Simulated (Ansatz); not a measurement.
Relaxing PtSe$_{2}$

Method: DFT r2SCAN, scalar-relativistic, plane waves, PAW in Ansatz. (500 eV cutoff, 12×12×10 k-mesh, Gaussian smearing of 0.10 eV, no spin polarisation)

What was changed: relaxed at 30 GPa.

Spin–orbit coupling is left out, which can shift energies with elements as heavy as these.

Other phases may be more stable at this pressure.

Command:

```bash
ansatz run input.yaml --threads 1 --pin off --max-ram 2560MiB --backend cpu --events-out ev --progress --plain --runs-dir out
```

Input:

```yaml
crystal:
  lattice:
    - [3.5889574354, 0.0, 0.0]
    - [-1.7944787177, 3.1081283122, 0.0]
    - [0.0, 0.0, 4.3915769804]
  atoms:
    - { symbol: Pt, position: [0.0, 0.0, 0.0] }
    - { symbol: Se, position: [0.6666666667, 0.3333333333, 0.7205456217] }
    - { symbol: Se, position: [0.3333333333, 0.6666666667, 0.2794543783] }
basis:
  ecutwfc: 500
kpoints:
  mp_grid: { grid: [12, 12, 10] }
hamiltonian:
  xc: r2scan
scf:
  occupations: { method: gaussian, width: 0.1 }
output:
  forces: true
  stress: true
  eigenvalues: true
relax:
  adjacent_minimum: "off"
  f_tol: 0.008
  max_steps: 50
  cell: { stress_tol: 0.08, p_target: 30.0 }
```

F is the free energy. Steps run on the plane waves of an earlier cell, but the last one, and at times one on the way, on a freshly chosen basis, so a repeated geometry can differ a little in energy. The relaxation lowers the enthalpy F + PV at the target pressure, so F itself can rise.

Steps:

```csv
step,F − F(1) (eV),largest force component (eV/Å),V (Å³/atom),P (GPa)
1,0.0000,1.011,16.329,33.91
2,0.1552,0.820,16.006,30.56
3,-0.0588,0.013,16.320,28.89
4,-0.0067,0.022,16.225,30.22
5,-0.0123,0.000,16.235,30.00
6,-0.0123,0.000,16.235,30.00
```

Relaxed structure:

```cif
data_structure
_symmetry_space_group_name_H-M 'P 1'
_symmetry_Int_Tables_number 1
_cell_length_a 3.6277
_cell_length_b 3.6277
_cell_length_c 4.2735
_cell_angle_alpha 90.000
_cell_angle_beta 90.000
_cell_angle_gamma 120.000
_cell_volume 48.71
loop_
_atom_site_label
_atom_site_type_symbol
_atom_site_fract_x
_atom_site_fract_y
_atom_site_fract_z
_atom_site_occupancy
Pt1 Pt 0.00000 0.00000 0.00000 1
Se1 Se 0.66667 0.33333 0.70960 1
Se2 Se 0.33333 0.66667 0.29040 1
```

The structure is trigonal, space group P-3m1 (No. 164). The conventional cell has a = 3.628 Å, b = 3.628 Å, c = 4.273 Å, α = 90.00°, β = 90.00°, γ = 120.00°. Pt (site symmetry -3m) is surrounded by 6 Se at 2.43 Å. Se (site symmetry 3m) is surrounded by 3 Pt at 2.43 Å and 3 Se at 2.76 Å.

The run converged. The run took 2.2 min on 1 thread of Intel(R) Xeon(R) Processor @ 2.70GHz, with other jobs on the host, peak memory 0.66 GiB.